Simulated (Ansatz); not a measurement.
# Si: one atom moved over a plane, part 2 of 2

The task, for Si: map the energy of atom 1 (Si) over a plane.

Ansatz 0.2.0; DFT r2SCAN, scalar-relativistic, plane waves, PAW. Earlier steps stand in the parts before.

## Step 10: Variant: ecutrho_ratio 6

Contents of input.yaml:

```yaml
crystal:
  lattice:
    - [0.0, 2.71547, 2.71547]
    - [2.71547, 0.0, 2.71547]
    - [2.71547, 2.71547, 0.0]
  atoms:
    - { symbol: Si, position: [0.5184130187, 0.4815869813, 0.4815869813] }
    - { symbol: Si, position: [0.75, 0.75, 0.75] }
basis:
  ecutwfc: 500
  ecutrho_ratio: 6
kpoints:
  mp_grid: { grid: [10, 10, 10] }
hamiltonian:
  xc: r2scan
scf:
  occupations: { method: gaussian, width: 0.05 }
output:
  forces: true
  eigenvalues: true
  stress: true
```

Launch:

```sh
> ansatz run input.yaml --threads 1 --pin off --max-ram 2560MiB --backend cpu --events-out ev --progress --plain --runs-dir out
```

What it wrote, shortened:

```text
Warning: RAYON_NUM_THREADS=1 ignored (pool sized by the plan → 1); use --threads N
[...]
Pseudopotentials: kind: paw
Pseudopotential: Si, paw, valence charge 4, recommended cutoff 500 eV (meta_gga), Si.paw.azcp
Functional definition: r2SCAN
[...]
Crystal: 2 atoms, lattice volume = 40.047 Å³
Basis set: ecut = 500 eV, 965 PW (Γ), exchange–correlation on 144×144×144 points (64 copies of the dense FFT grid, shifted against one another)
Bands: 8, of which v1, the nominal top of the filled ones, is band 4 counted from 1 (3 counted from 0)
Symmetry: 8 space group operations
Space group: Imma (ITA 74), of the structure as read, at distance tolerance 3.4e-5 Å
k-points: 171 of 1000
[...]
SCF iter   1: F=—  HF=-1278.046816 eV  |F-HF|=—  |Δ(HF+E_count)|=         —  Δρ=3.23e-3  dr2=3.17e-3  dr2_τ=1.26e-2  ethr=1.77e-3  ⟨swp⟩=6.0  Hψ=12635  notcnv=0
[...]
SCF iter   6: F=-1278.062115 eV  HF=-1278.062115 eV  |F-HF|=1.89e-10  |Δ(HF+E_count)|=   7.06e-8  Δρ=1.09e-6  dr2=2.80e-10  dr2_τ=2.50e-12  ethr=3.93e-10  ⟨swp⟩=2.3  Hψ=4976  notcnv=0
[...]
SCF converged after 6 iterations
Free energy (F): -1278.062115 eV
[...]
E sigma→0 (E₀):  -1278.062110 eV
Entropy (-TS):   -0.000009 eV (-0.004 meV/atom)
Fermi energy:    6.736264 eV
[...]
--- Forces (eV/Å), atoms counted from 1 ---
  atom   1  Si     1.39407338    -0.00000000    -0.00000000
  atom   2  Si    -1.39407338     0.00000000     0.00000000
[...]
--- Stress (GPa, compression-positive) ---
        0.632053      -0.000000      -0.000000
       -0.000000       1.312713      -3.949906
       -0.000000      -3.949906       1.312713
  P = ⅓ Tr σ = 1.0858 GPa (10.858 kbar)
--- Band table (eV; the first three rows and the last of 171) ---
  k-point 0: bands = ["-6.3936", "5.6431", "6.1806", "6.6675", "8.5924", "8.8556", "9.1895", "10.1154"]
[...]
```

Run time: 4.2 s. Hardware: 1 thread of Intel Xeon 6975P-C (Granite Rapids), shared host; peak memory 0.59 GiB.

```
    run     ending  energy change  pressure (GPa)  gap (eV)  force (eV/Å)  cycles   time
 step 9  converged              0             1.1      0.14          1.39       6  3.5 s
variant  converged   0.0 meV/atom             1.1      0.14          1.39       6  4.2 s
```

Changing the numerical grids leaves the energy as it was (0.0 meV/atom).

## Step 11: p = -0.100, q = -0.100

Contents of input.yaml:

```yaml
crystal:
  lattice:
    - [0.0, 2.71547, 2.71547]
    - [2.71547, 0.0, 2.71547]
    - [2.71547, 2.71547, 0.0]
  atoms:
    - { symbol: Si, position: [0.5, 0.5, 0.4631739625] }
    - { symbol: Si, position: [0.75, 0.75, 0.75] }
basis:
  ecutwfc: 500
kpoints:
  mp_grid: { grid: [10, 10, 10] }
hamiltonian:
  xc: r2scan
scf:
  occupations: { method: gaussian, width: 0.05 }
output:
  forces: true
  stress: true
  eigenvalues: true
```

Launch:

```sh
> ansatz run input.yaml --threads 1 --pin off --max-ram 2560MiB --backend cpu --events-out ev --progress --plain --runs-dir out
```

What it wrote, shortened:

```text
[...]
SCF converged after 6 iterations
Free energy (F): -1277.991586 eV
[...]
E sigma→0 (E₀):  -1277.991538 eV
Entropy (-TS):   -0.000097 eV (-0.048 meV/atom)
Fermi energy:    6.771615 eV
[...]
--- Forces (eV/Å), atoms counted from 1 ---
  atom   1  Si     1.39978834     1.39978834    -0.37567792
  atom   2  Si    -1.39978834    -1.39978834     0.37567792
[...]
--- Stress (GPa, compression-positive) ---
        1.207173       0.865102      -4.024132
        0.865102       1.207173      -4.024132
       -4.024132      -4.024132       1.924254
  P = ⅓ Tr σ = 1.4462 GPa (14.462 kbar)
--- Band table (eV; the first three rows and the last of 282) ---
  k-point 0: bands = ["-6.4061", "5.4508", "6.1772", "6.8909", "8.4651", "8.8094", "9.3114", "10.0990"]
[...]
```

Wall time 5.5 s (1 thread of Intel Xeon 6975P-C (Granite Rapids), shared host); peak memory 0.53 GiB.

## Step 12: Variant: ecutwfc 350 eV, eigensolver.kind davidson, accuracy medium

input.yaml: that of step 11 with these lines changed.

```diff
@@ -9,3 +9,3 @@
 basis:
-  ecutwfc: 500
+  ecutwfc: "350 eV"
 kpoints:
@@ -16,5 +16,7 @@
   occupations: { method: gaussian, width: 0.05 }
+  eigensolver: { kind: davidson }
 output:
   forces: true
+  eigenvalues: true
   stress: true
-  eigenvalues: true
+accuracy: medium
```

Launch:

```sh
> ansatz run input.yaml --threads 1 --pin off --max-ram 2560MiB --backend cpu --events-out ev --progress --plain --runs-dir out
```

What it wrote, shortened:

```text
Warning: basis.ecutwfc = 350 eV is below the records' recommended 500 eV, and the density's cutoff is lower with it unless basis.ecutrho_ratio is high enough to keep the records' density cutoff: compare with a run at a higher cutoff
Warning: RAYON_NUM_THREADS=1 ignored (pool sized by the plan → 1); use --threads N
[...]
Pseudopotentials: kind: paw
Pseudopotential: Si, paw, valence charge 4, recommended cutoff 500 eV (meta_gga), Si.paw.azcp
Functional definition: r2SCAN
[...]
Crystal: 2 atoms, lattice volume = 40.047 Å³
Basis set: ecut = 350 eV, 609 PW (Γ), exchange–correlation on 96×96×96 points (64 copies of the dense FFT grid, shifted against one another)
Bands: 8, of which v1, the nominal top of the filled ones, is band 4 counted from 1 (3 counted from 0)
Symmetry: 4 space group operations
Space group: C2/m (ITA 12), of the structure as read, at distance tolerance 3.4e-5 Å
k-points: 282 of 1000
[...]
SCF iter   1: F=—  HF=-1277.964224 eV  |F-HF|=—  |Δ(HF+E_count)|=         —  Δρ=3.39e-3  dr2=3.45e-3  dr2_τ=1.24e-2  ethr=1.77e-3  ⟨swp⟩=9.3  Hψ=12442  notcnv=0
[...]
SCF iter   6: F=-1277.980063 eV  HF=-1277.980063 eV  |F-HF|=6.32e-10  |Δ(HF+E_count)|=   3.65e-8  Δρ=2.66e-6  dr2=2.03e-9  dr2_τ=4.84e-11  ethr=3.60e-10  ⟨swp⟩=3.0  Hψ=4071  notcnv=0
[...]
SCF converged after 6 iterations
Free energy (F): -1277.980063 eV
[...]
E sigma→0 (E₀):  -1277.980015 eV
Entropy (-TS):   -0.000097 eV (-0.048 meV/atom)
Fermi energy:    6.772230 eV
[...]
--- Forces (eV/Å), atoms counted from 1 ---
  atom   1  Si     1.39684955     1.39684955    -0.37521271
  atom   2  Si    -1.39684955    -1.39684955     0.37521271
[...]
--- Stress (GPa, compression-positive) ---
        1.218436       0.864072      -4.012352
        0.864072       1.218436      -4.012352
       -4.012352      -4.012352       1.933252
  P = ⅓ Tr σ = 1.4567 GPa (14.567 kbar)
--- Band table (eV; the first three rows and the last of 282) ---
  k-point 0: bands = ["-6.4056", "5.4517", "6.1781", "6.8918", "8.4660", "8.8101", "9.3118"]
[...]
```

Run time: 4.7 s. Hardware: 1 thread of Intel Xeon 6975P-C (Granite Rapids), shared host; peak memory 0.39 GiB.

```
    run     ending  energy change  pressure (GPa)  gap (eV)  force (eV/Å)  cycles   time
step 11  converged              0             1.4      0.00          2.01       6  5.5 s
variant  converged  +5.8 meV/atom             1.5      0.00          2.01       6  4.7 s
```

Changing the cutoff, solver and accuracy level moves the energy by +5.8 meV/atom. The log warns that the cutoff is under what these potentials recommend, so the shift holds truncation error. These settings are too coarse to quote as the system's properties.

## Step 13: All points together

Energy above the undisturbed cell in eV/cell; points alike by symmetry are filled in, and a dash was not computed:

```
 p \ q  -0.200  -0.100  0.000  0.100  0.200
-0.200   0.552   0.345  0.273  0.345  0.552
-0.100   0.345   0.141  0.070  0.141  0.345
 0.000   0.273   0.070  0.000  0.070  0.273
 0.100   0.345   0.141  0.070  0.141  0.345
 0.200   0.552   0.345  0.273  0.345  0.552
```

Pressure in GPa:

| p \ q | -0.200 | -0.100 | 0.000 | 0.100 | 0.200 |
| --- | --- | --- | --- | --- | --- |
| -0.200 | 3.6 | 2.5 | 2.1 | 2.5 | 3.6 |
| -0.100 | 2.5 | 1.4 | 1.1 | 1.4 | 2.5 |
| 0.000 | 2.1 | 1.1 | 0.7 | 1.1 | 2.1 |
| 0.100 | 2.5 | 1.4 | 1.1 | 1.4 | 2.5 |
| 0.200 | 3.6 | 2.5 | 2.1 | 2.5 | 3.6 |

Gap on the mesh in eV:

```
 p \ q  -0.200  -0.100  0.000  0.100  0.200
-0.200    0.00    0.00   0.00   0.00   0.00
-0.100    0.00    0.00   0.14   0.00   0.00
 0.000    0.00    0.14   0.77   0.14   0.00
 0.100    0.00    0.00   0.14   0.00   0.00
 0.200    0.00    0.00   0.00   0.00   0.00
```

Where the gap reads zero, the mesh chosen for the insulator is on the coarse side.

## Step 14: What came out

This closing draws on all 2 parts.

| quantity | value |
| --- | --- |
| highest point | 0.552 eV/cell at (p, q) = (-0.200, -0.200) |
| lowest point away from the origin | 0.070 eV/cell at (-0.100, 0.000) |
| step 4, run with occupations.method fermi_dirac, occupations.width 0.15, lower_state_search light (against step 3) | +0.4 meV/atom |
| step 10, run with ecutrho_ratio 6 (against step 9) | 0.0 meV/atom |
| step 12, run with ecutwfc 350 eV, eigensolver.kind davidson, accuracy medium (against step 11) | +5.8 meV/atom |

In words: No computed point lies below the origin. Read as harmonic, the points at ±0.100 Å give force constants of 14.01 eV/Å² along p and 14.01 eV/Å² along q, so the site is nearly isotropic in this plane. The gap on the mesh runs from 0.00 to 0.77 eV over the map.

The gaps are Kohn-Sham values of a semilocal functional, not quasiparticle or optical gaps. Such gaps usually fall short of the measured ones.
